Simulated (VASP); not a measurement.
## H: equation of state with PBE

Crystal: H.

```xyz
2
Lattice="5.1702 0.0000 0.0000 -2.5851 4.4776 0.0000 0.0000 0.0000 3.8495" Properties=species:S:1:pos:R:3 pbc="T T T"
H     2.5851    1.4925    2.8871
H     0.0000    2.9850    0.9624
```

The real solid is made of molecules; this cell is a model form.

```
Program                : VASP 6.6.1
Task                   : equation of state
Functional             : PBE
Potentials or basis    : VASP PAW PBE potentials, release 64 (H)
Cutoff                 : 520 eV
k mesh                 : 6 × 6 × 7
Occupations            : fermi-dirac, width 0.05 eV
Spin                   : no spin polarisation
Further INCAR settings : ALGO = Normal; EDIFF = 1e-07; NBANDS = 8
```

```
Equilibrium volume : outside the volumes run
```

Energy against volume, from the lowest point:
| volume (Å³/atom) | energy (meV/atom) |
| --- | --- |
| 41.885 | 0.00 |
| 42.776 | 9.92 |
| 43.667 | 19.44 |
| 44.558 | 28.56 |
| 45.450 | 37.31 |
| 46.341 | 45.72 |
| 47.232 | 53.81 |

All runs of the series together: 2.7 min on 1 thread of AMD EPYC 7R43 64-Core Processor (Zen 3), with other jobs on the host.
